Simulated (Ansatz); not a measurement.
Reaction (β-hydride elimination): `CC(C)[O][Zn][F]` → `[F][ZnH]` + `CC(C)=O`

Computed with Ansatz on PBE0-D4/def2-TZVP structures; ΔE is electronic, products minus reactants. CCSD(T)/CBS is the MP2 limit (def2-TZVPP, def2-QZVPP) plus CCSD(T) − MP2 in def2-TZVPP, frozen cores. DFT in def2-TZVPP. For Zn outer-core shells are correlated without core-valence functions, which leaves a few kJ/mol of doubt a bond. Scalar relativity is left out up to krypton. One conformer a species, not always the lowest.

`CC(C)[O][Zn][F]`:

Cartesian coordinates in Å:
```
C 0.477 0.665 1.170
C 0.142 0.662 -0.309
C -1.293 0.237 -0.560
O 1.047 -0.132 -1.039
Zn 1.197 -1.868 -0.761
F 1.446 -3.583 -0.590
H 0.330 -0.336 1.596
H -0.162 1.356 1.727
H 1.518 0.954 1.325
H 0.271 1.683 -0.695
H -2.004 0.910 -0.073
H -1.505 0.223 -1.631
H -1.466 -0.771 -0.160
```

`[F][ZnH]`:

Z-matrix (Å, degrees):
```
Zn
F 1 1.750
H 1 1.507 2 180.0
```

`CC(C)=O`:

```xyz
10

C     1.117   -0.144    0.627
C    -0.381   -0.034    0.514
C    -0.935    0.160   -0.873
O    -1.097   -0.097    1.482
H     1.498   -0.919   -0.044
H     1.580    0.798    0.316
H     1.400   -0.366    1.654
H    -0.714   -0.720   -1.484
H    -2.012    0.311   -0.829
H    -0.456    1.012   -1.363
```

```
          level  ΔE (kJ/mol)
         PBE-D4         73.6
  HF/def2-TZVPP         50.0
CCSD/def2-TZVPP         82.9
  HF/def2-QZVPP         53.5
```

(1) What does CCSD(T)/CBS give? (Estimate.)

Largest T1 diagnostic among the species: 0.018.

## Answers

(1) Ansatz gave: +93.2 kJ/mol. The listed levels differ from it by -19.6, -43.2, -10.3, -39.7 kJ/mol.

The D4 term adds +14.2 kJ/mol with B3LYP and +7.8 kJ/mol with PBE0; it sums over pairs of atoms, weighted by their polarisabilities, and B3LYP, whose exchange is more repulsive, gets the larger term. In def2-TZVPP, CCSD(T) changes the Hartree–Fock value by +34.6 kJ/mol (the triples alone add +1.7 kJ/mol) and MP2 by +43.8 kJ/mol.

B3LYP here is the variant with VWN-RPA as its local correlation; programs differ in this.

CCSD(T)/CBS has its own doubt, a few kJ/mol and more with outer-core shells, so smaller differences from it don't rank the levels.
